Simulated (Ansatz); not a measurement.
Li2Se in Ansatz: the effect of functional

The system is Li2Se.

```
Se Li
1.0
     0.00000    3.06139    3.06139
     3.06139    0.00000    3.06139
     3.06139    3.06139    0.00000
Se Li
1 2
Direct
  0.00000 0.00000 0.00000
  0.75000 0.75000 0.75000
  0.25000 0.25000 0.25000
```

The cell isn't the ideal one: volume scaled by 1.06.

Alike in all runs:

```yaml
Program: Ansatz 0.2.0
Task: single point
Potentials_or_basis: Ansatz PAW
k_mesh: 8 × 8 × 8
Occupations: fermi-dirac, width 0.05 eV
Spin: no spin polarisation
```

| functional | cutoff | gap on the mesh (eV) | pressure (GPa) |
| --- | --- | --- | --- |
| LDA | 420 eV (not typed: the program's choice for these potentials) | 2.85 | -4.0 |
| PBEsol | 420 eV (not typed: the program's choice for these potentials) | ? | ? |
| r2SCAN | 500 eV (not typed: the program's choice for these potentials) | 3.52 | -2.1 |

Question: What does the run with functional PBEsol give?

Answer: gap on the mesh 2.88 eV; pressure -2.6 GPa.

Caveats: the PAW data sets come from PBE, with cores solved anew for the run's functional, which leaves a small shift of forces and pressure.

A k mesh can miss the band edges.
